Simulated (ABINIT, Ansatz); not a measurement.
# BAs (F-43m): G0W0 on several meshes in ABINIT

Wanted: mesh dependence and cost of G0W0 for BAs (F-43m).

Method: PBE and many-body steps on it, plane waves, in ABINIT 10.8.3.

**1. The starting structure**

The structure is cubic, space group F-43m (No. 216). Conventional cell: a = 4.777 Å, b = 4.777 Å, c = 4.777 Å, α = 90.00°, β = 90.00°, γ = 90.00°. Nearest to B lie 4 As at 2.07 Å. As has 4 B at 2.07 Å nearest. Farther neighbours are not listed.

The cell and positions come from the Crystallography Open Database and are kept as given unless a step says otherwise.

**2. Empty states on the mesh, 6×6×6 mesh, 516 bands**

This step: ABINIT 10.8.3; DFT, PBE, plane waves, norm-conserving pseudopotentials.

The sums over transitions need many empty states on a uniform mesh; this step solves for them.

run.abi

```
acell 3*1.0 Angstrom
rprim 
  -0.000000000000 2.388500000000 2.388500000000
  2.388500000000 -0.000000000000 2.388500000000
  2.388500000000 2.388500000000 -0.000000000000
ntypat 2
znucl 5 33
natom 2
typat 1 2
xred 
  0.000000000000 0.000000000000 0.000000000000
  0.250000000000 0.250000000000 0.250000000000
pp_dirpath "pseudos"
pseudos "B.upf, As.upf"
ecut 44
ngkpt 6 6 6
nshiftk 1
shiftk 0 0 0
kptopt 1
chksymbreak 0
irdden 1
istwfk *1
nband 516
prtvol 0
optdriver 6
gwr_task "HDIAGO"
paral_kgb 0
occopt 1
indata_prefix "in"
outdata_prefix "out"
tmpdata_prefix "tmp"
```

On the command line:

```console
$ OMP_NUM_THREADS=1 mpirun -n 4 abinit run.abi > log
```

The program printed:

```text
.Version 10.8.3 of ABINIT. v10.8.2 released Aug 2026.

 Symmetries : space group F-4 3 m (#216); Bravais cF (face-center cubic)
[... echo of the input left out ...]
== DATASET  1 ==================================================================
-   mpi_nproc: 4, omp_nthreads: 1 (-1 if OMP is not activated)

--- !DatasetInfo
iteration_state: {dtset: 1, }
dimensions: {natom: 2, nkpt: 16, mband: 516, nsppol: 1, nspinor: 1, nspden: 1, mpw: 2637, }
cutoff_energies: {ecut:  44.0, pawecutdg:  -1.0, }
[...]
Indirect band gap semiconductor
 Fundamental gap:     1.293 (eV)
   VBM:     7.999 (eV) at k: [ 0.0000E+00,  0.0000E+00,  0.0000E+00]
   CBM:     9.292 (eV) at k: [ 3.3333E-01,  3.3333E-01,  0.0000E+00]
 Direct gap:         3.289 (eV) at k: [ 0.0000E+00,  0.0000E+00,  0.0000E+00]

== END DATASET(S) ==============================================================
================================================================================

 -outvars: echo values of variables after computation  --------
           etotal      0.0000000000E+00
            nband         516
             nkpt          16
          spgroup         216
 [... the other variables as echoed above ...]

 Calculation completed.
```

It took 65 s on 4 MPI ranks of Intel Xeon Platinum 8375C at 2.90GHz (Ice Lake), shared host; peak memory 1.8 GiB.

This step gave:

```yaml
gap: 1.293 eV
k_of_the_valence_top: 0, 0, 0
k_of_the_conduction_bottom: 0.3333, 0.3333, 0
least_direct_gap: 3.289 eV
k_points_computed: 16
lowest_point_of_the_top_converged_band_above_the_valence_top: 374.9317 eV
```

On this mesh the gap is 1.293 eV.

The density comes from a self-consistent run that is not shown.

**3. Screening, 6×6×6 mesh, 214 bands, screening to 283 eV**

The RPA dielectric matrix is built and inverted for each q.

This step: RPA screening on PBE, plane waves, norm-conserving pseudopotentials.

Edit run.abi of step 2 so:

```diff
@@ -20,10 +20,11 @@
 chksymbreak 0
-irdden 1
 istwfk *1
-nband 516
-prtvol 0
-optdriver 6
-gwr_task "HDIAGO"
-paral_kgb 0
 occopt 1
+irdwfk 1
+optdriver 3
+nband 214
+ecuteps 10.4
+inclvkb 2
+awtr 1
+symchi 1
 indata_prefix "in"
```

The program printed:

```text
.Version 10.8.3 of ABINIT. v10.8.2 released Aug 2026.

 Symmetries : space group F-4 3 m (#216); Bravais cF (face-center cubic)
[... echo of the input left out ...]
== DATASET  1 ==================================================================
-   mpi_nproc: 4, omp_nthreads: 1 (-1 if OMP is not activated)

--- !DatasetInfo
iteration_state: {dtset: 1, }
dimensions: {natom: 2, nkpt: 16, mband: 214, nsppol: 1, nspinor: 1, nspden: 1, mpw: 2637, }
cutoff_energies: {ecut:  44.0, pawecutdg:  -1.0, }
electrons: {nelect:   2.60000000E+01, charge:   0.00000000E+00, occopt:   1.00000000E+00, tsmear:   1.00000000E-02, }

 SCREENING: Calculation of the susceptibility and dielectric matrices

 Based on a program developped by R.W. Godby, V. Olevano, G. Onida, and L. Reining.
 Incorporated in ABINIT by V. Olevano, G.-M. Rignanese, and M. Torrent.
.Using double precision arithmetic ; gwpc =  8

[... cell and pseudopotentials left out ...]
--------------------------------------------------------------------------------

 ==== K-mesh for the wavefunctions ====
 Number of points in the irreducible wedge :    16
[... list of points left out ...]
 Together with 24 symmetry operations and time-reversal symmetry
 yields   216 points in the full Brillouin Zone.

 ==== Q-mesh for the screening function ====
 Number of points in the irreducible wedge :    16
[... list of points left out ...]
 Together with 24 symmetry operations and time-reversal symmetry
 yields   216 points in the full Brillouin Zone.

 setmesh: FFT mesh size selected  =    27x   27x   27
          total number of points  =        19683

 vcoul_init : cutoff-mode = AUXILIARY_FUNCTION
 q-points for optical limit:   1
     1)      0.000010    0.000020    0.000030

- screening: taking advantage of time-reversal symmetry
- Maximum band index for partially occupied states nbvw = 13
- Remaining bands to be divided among processors   nbcw = 201
- Number of bands treated by each node ~50

 Number of electrons calculated from density =   26.0000; Expected =   26.0000
 average of density, n =  0.141374
 r_s =    1.1908
 omega_plasma =   36.2695 [eV]

 calculating chi0 at frequencies [eV] :
  1    0.000000E+00    0.000000E+00
  2    0.000000E+00    3.626946E+01

--------------------------------------------------------------------------------
  q-point number  1        q = ( 0.000000, 0.000000, 0.000000) [r.l.u.]
--------------------------------------------------------------------------------
[... chi0 elements left out ...]
 For q-point:  0.000010 0.000020 0.000030
  dielectric constant =  10.5140
  dielectric constant without local fields =  11.5163

  Average fulfillment of the sum rule on Im[epsilon] for q-point    1 :     70.17  [%]
[... wings left out ...]
  q-point number  2        q = ( 0.166667, 0.000000, 0.000000) [r.l.u.]
--------------------------------------------------------------------------------
[... chi0 elements left out ...]
  Average fulfillment of the sum rule on Im[epsilon] for q-point    2 :     80.59  [%]

 [... 14 further q-points ...]
```

Run time: 8.4 min. Hardware: 4 MPI ranks; peak memory 1.9 GiB; 34 min of CPU time.

Numbers from this step:

```yaml
eps_infinity_with_local_fields_on_this_mesh_along_the_program_s_q_direction: 10.51
the_same_without_local_fields: 11.52
plasma_frequency: 36.27 eV
plane_waves_in_the_screening_matrix: 283
```

Local fields lower ε∞ by 9 %.

**4. 6×6×6**

The self-energy is evaluated for the states that the input lists, and the levels follow from it, in one-shot runs by the linearised quasiparticle equation.

This step: G0W0 on PBE, plane waves, norm-conserving pseudopotentials.

Edit run.abi of step 3 so:

```diff
@@ -23,8 +23,17 @@
 irdwfk 1
-optdriver 3
+optdriver 4
 nband 214
+gwcalctyp 0
+ecutsigx 44
+symsigma 1
+nkptgw 2
+kptgw 
+  0.0000000000 0.0000000000 0.0000000000
+  0.3333333333 0.3333333333 0.0000000000
+bdgw 
+  11 16
+  12 15
 ecuteps 10.4
-inclvkb 2
-awtr 1
-symchi 1
+irdscr 1
+ppmodel 1
 indata_prefix "in"
```

The program printed:

```text
.Version 10.8.3 of ABINIT. v10.8.2 released Aug 2026.

 Symmetries : space group F-4 3 m (#216); Bravais cF (face-center cubic)
[... echo of the input left out ...]
== DATASET  1 ==================================================================
-   mpi_nproc: 4, omp_nthreads: 1 (-1 if OMP is not activated)

--- !DatasetInfo
iteration_state: {dtset: 1, }
dimensions: {natom: 2, nkpt: 16, mband: 214, nsppol: 1, nspinor: 1, nspden: 1, mpw: 2637, }
cutoff_energies: {ecut:  44.0, pawecutdg:  -1.0, }
electrons: {nelect:   2.60000000E+01, charge:   0.00000000E+00, occopt:   1.00000000E+00, tsmear:   1.00000000E-02, }

 SIGMA: Calculation of the GW corrections

 Based on a program developped by R.W. Godby, V. Olevano, G. Onida, and L. Reining.
 Incorporated in ABINIT by V. Olevano, G.-M. Rignanese, and M. Torrent.
.Using double precision arithmetic ; gwpc =  8

[... cell and pseudopotentials left out ...]
--------------------------------------------------------------------------------

 ==== K-mesh for the wavefunctions ====
 Number of points in the irreducible wedge :    16
[... list of points left out ...]
 Together with 24 symmetry operations and time-reversal symmetry
 yields   216 points in the full Brillouin Zone.

 ==== Q-mesh for screening function ====
 Number of points in the irreducible wedge :    16
[... list of points left out ...]
 Together with 24 symmetry operations and time-reversal symmetry
 yields   216 points in the full Brillouin Zone.

 vcoul_init : cutoff-mode = AUXILIARY_FUNCTION
 q-points for optical limit:   1
     1)      0.000010    0.000020    0.000030
 setmesh: FFT mesh size selected  =    40x   40x   40
          total number of points  =        64000

 Number of electrons calculated from density =   26.0000; Expected =   26.0000
 average of density, n =  0.141374
 r_s =    1.1908
 omega_plasma =   36.2695 [eV]

 === KS Band Gaps ===
  >>>> For spin  1
   Minimum direct gap =   3.2894 [eV], located at k-point      :   0.0000  0.0000  0.0000
   Fundamental gap    =   1.2928 [eV], Top of valence bands at :   0.0000  0.0000  0.0000
                                       Bottom of conduction at :   0.3333  0.3333  0.0000
 SIGMA fundamental parameters:
 PLASMON POLE MODEL  1
 number of plane-waves for SigmaX                 2637
 number of plane-waves for SigmaC and W            283
 number of plane-waves for wavefunctions          2637
 number of bands                                   214
 number of independent spin polarizations            1
 number of spinorial components                      1
 number of k-points in IBZ                          16
 number of q-points in IBZ                          16
 number of symmetry operations                      24
 number of k-points in BZ                          216
 number of q-points in BZ                          216
 number of frequencies for dSigma/dE                 9
 frequency step for dSigma/dE [eV]                0.25
 number of omega for Sigma on real axis              0
 max omega for Sigma on real axis  [eV]           0.00
 zcut for avoiding poles [eV]                     0.10

 EPSILON^-1 parameters (SCR file):
 dimension of the eps^-1 matrix on file            283
 dimension of the eps^-1 matrix used               283
 number of plane-waves for wavefunctions          2637
 number of bands                                   214
 number of q-points in IBZ                          16
 number of frequencies                               2
 number of real frequencies                          1
 number of imag frequencies                          1

 matrix elements of self-energy operator (all in [eV])

 Perturbative Calculation

--- !SelfEnergy_ee
iteration_state: {dtset: 1, }
kpoint     : [   0.000,    0.000,    0.000, ]
spin       : 1
KS_gap     :    3.289
QP_gap     :    4.159
Delta_QP_KS:    0.870
data: !SigmaeeData |
     Band     E0 <VxcDFT>   SigX SigC(E0)      Z dSigC/dE  Sig(E)    E-E0       E
       11   7.999 -14.188 -15.543   0.502   0.807  -0.239 -14.876  -0.688   7.310
       12   7.999 -14.188 -15.543   0.502   0.807  -0.239 -14.876  -0.688   7.310
       13   7.999 -14.188 -15.543   0.502   0.807  -0.239 -14.876  -0.688   7.310
       14  11.288 -13.053  -8.369  -4.460   0.810  -0.235 -12.871   0.181  11.469
       15  11.288 -13.053  -8.369  -4.460   0.810  -0.235 -12.871   0.181  11.469
       16  11.288 -13.053  -8.369  -4.460   0.810  -0.235 -12.871   0.181  11.469

--- !SelfEnergy_ee
iteration_state: {dtset: 1, }
kpoint     : [   0.333,    0.333,    0.000, ]
spin       : 1
KS_gap     :    4.744
QP_gap     :    5.570
Delta_QP_KS:    0.826
data: !SigmaeeData |
     Band     E0 <VxcDFT>   SigX SigC(E0)      Z dSigC/dE  Sig(E)    E-E0       E
       12   4.547 -13.197 -16.027   1.731   0.797  -0.255 -14.072  -0.875   3.672
       13   4.547 -13.197 -16.027   1.731   0.797  -0.255 -14.072  -0.875   3.672
       14   9.292 -11.657  -7.564  -4.153   0.817  -0.224 -11.706  -0.049   9.242
       15  11.154 -11.166  -6.440  -4.744   0.816  -0.225 -11.181  -0.015  11.138

== END DATASET(S) ==============================================================
================================================================================

 -outvars: echo values of variables after computation  --------
           etotal      0.0000000000E+00
            nband         214
             nkpt          16
          spgroup         216
 [... the other variables as echoed above ...]

 Calculation completed.
```

Elapsed: 64 s, on 4 MPI ranks; peak memory 1.8 GiB; 4.2 min of CPU time.

This step gave:

| Item | Value |
| --- | --- |
| G0W0 gap on the points computed | 1.932 eV |
| starting gap on the mesh | 1.293 eV |
| k of the valence top | 0, 0, 0 |
| k of the conduction bottom | 0.3333, 0.3333, 0 |
| Z at the valence top | 0.807 |
| Z at the conduction bottom | 0.817 |
| least direct G0W0 gap on the computed points | 4.159 eV |

The gap on the mesh goes from 1.29 eV to 1.93 eV, a correction of +0.64 eV.

**5. Empty states on the mesh, 4×4×4 mesh, 222 bands**

This step: DFT, PBE, plane waves, norm-conserving pseudopotentials.

Edit run.abi of step 4 so:

```diff
@@ -15,3 +15,3 @@
 ecut 44
-ngkpt 6 6 6
+ngkpt 4 4 4
 nshiftk 1
@@ -20,20 +20,10 @@
 chksymbreak 0
+irdden 1
 istwfk *1
+nband 222
+prtvol 0
+optdriver 6
+gwr_task "HDIAGO"
+paral_kgb 0
 occopt 1
-irdwfk 1
-optdriver 4
-nband 214
-gwcalctyp 0
-ecutsigx 44
-symsigma 1
-nkptgw 2
-kptgw 
-  0.0000000000 0.0000000000 0.0000000000
-  0.3333333333 0.3333333333 0.0000000000
-bdgw 
-  11 16
-  12 15
-ecuteps 10.4
-irdscr 1
-ppmodel 1
 indata_prefix "in"
```

The program printed:

```text
[banner, memory and clock lines left out]
.Version 10.8.3 of ABINIT. v10.8.2 released Aug 2026.

 Symmetries : space group F-4 3 m (#216); Bravais cF (face-center cubic)
[... echo of the input left out ...]
== DATASET  1 ==================================================================
-   mpi_nproc: 4, omp_nthreads: 1 (-1 if OMP is not activated)

--- !DatasetInfo
iteration_state: {dtset: 1, }
dimensions: {natom: 2, nkpt: 8, mband: 222, nsppol: 1, nspinor: 1, nspden: 1, mpw: 2637, }
cutoff_energies: {ecut:  44.0, pawecutdg:  -1.0, }
[...]
Integrated=    2.6000E+01

 === KS gaps after direct diagonalization ===
 Indirect band gap semiconductor
 Fundamental gap:     1.453 (eV)
   VBM:     7.999 (eV) at k: [ 0.0000E+00,  0.0000E+00,  0.0000E+00]
   CBM:     9.452 (eV) at k: [ 5.0000E-01,  5.0000E-01,  0.0000E+00]
 Direct gap:         3.289 (eV) at k: [ 0.0000E+00,  0.0000E+00,  0.0000E+00]

== END DATASET(S) ==============================================================

 -outvars: echo values of variables after computation  --------
           etotal      0.0000000000E+00
            nband         222
             nkpt           8
          spgroup         216
 [... the other variables as echoed above ...]

 Calculation completed.
```

The job ended after 33 s (4 MPI ranks; peak memory 1.7 GiB; 2.2 min of CPU time).

This step gave:

| Item | Value |
| --- | --- |
| gap | 1.453 eV |
| k of the valence top | 0, 0, 0 |
| k of the conduction bottom | 0.5, 0.5, 0 |
| least direct gap | 3.289 eV |
| k points computed | 8 |
| lowest point of the top converged band, above the valence top | 202.4256 eV |

On this mesh the gap is 1.453 eV.

(Part 1 of 2 ends here.)

[Paths, hosts, dates, memory and timing lines, banners, echoed tables and standing remarks are left out of the program output.]

[Logs are printed without paths, hosts, clocks, repeated set-up lines and the standing remarks that a program may print on its own settings, such as how far it seeks lower states.]

[Runs of the session that timed out or met a known fault of the program may be left out.]

[Hosts, paths, dates, database ids (printed as entryN), source tags and the programs' standing remarks are cut or masked in the printed files.]

[G0W0 gaps are taken among the corrected bands and points alone; a level outside them can change the order at an edge.]

[Where Ansatz stands beside ABINIT at settings called matched, ABINIT's density can come from a denser mesh and the files from another edition; pairs whose starting gaps differed by over 0.03 eV were left out, so agreement reads better than it is.]
